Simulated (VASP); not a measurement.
I, 1 atom in the cell. It takes space group Im-3m (No. 229, cubic). Conventional cell: a = 4.179 Å, b = 4.179 Å, c = 4.179 Å, α = 90.00°, β = 90.00°, γ = 90.00°. I (site symmetry m-3m) is surrounded by 8 I at 3.62 Å. The real solid is made of molecules; this cell is a model form.

- Program: VASP 6.6.1
- Task: single point
- Functional: PBE
- Potentials or basis: VASP PAW PBE potentials, release 64 (I_GW)
- Cutoff: 450 eV
- k mesh: 4 × 4 × 4
- Occupations: gaussian, width 0.02 eV
- Spin: no spin polarisation
- Further INCAR settings: ALGO = Fast; EDIFF = 1e-07

Potentials or basis: VASP PAW PBE potentials, release 64 (I_GW).

Run with:

```console
$ cat potpaw_PBE.64/I_GW/POTCAR > POTCAR
$ mpirun -np 1 vasp_std > vasp.out
```

Hardware: 1 thread of AMD EPYC 9R45 96-Core Processor (Zen 5) (shared host).

**Question.** How long does it take, and how much memory?

**Answer.** Wall time 2.2 s on 1 thread of AMD EPYC 9R45 96-Core Processor (Zen 5), on a shared host, peak memory 0.11 GiB. Counts: scf iterations 15, k points 8.
